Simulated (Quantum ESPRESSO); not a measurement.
The system is PtS2.

```
CELL_PARAMETERS angstrom
3.54320 0.00000 0.00000
-1.77160 3.06850 0.00000
0.00000 0.00000 5.03880
ATOMIC_POSITIONS crystal
Pt 0.00000 0.00000 0.00000
S 0.66667 0.33333 0.77300
S 0.33333 0.66667 0.22700
```

Base run:

- Program: Quantum ESPRESSO 7.5
- Functional: LDA
- Potentials or basis: GBRV 1.5 LDA
- Cutoff: 612 eV
- Density cutoff: 4898 eV
- k mesh: 9 × 9 × 5
- Occupations: fermi-dirac, width 0.05 eV
- Spin: no spin polarisation

Its results: band gap on the k mesh 0.90 eV, indirect (least direct gap 0.95 eV); pressure 3.4 GPa; largest force 0.810 eV/Å.

Problem. The run is repeated on the same cell with these changes: functional from LDA to PBEsol; potentials or basis from GBRV 1.5 LDA to GBRV 1.5 PBEsol. What comes out?

Solution. Band gap on the k mesh 0.95 eV, indirect (least direct gap 0.99 eV); pressure 6.0 GPa; largest force 0.940 eV/Å.

Caveats: spin-orbit coupling is left out, which moves the levels of the heavy elements; an odd mesh through Γ misses points on the zone boundary, where band edges often lie (some runs).
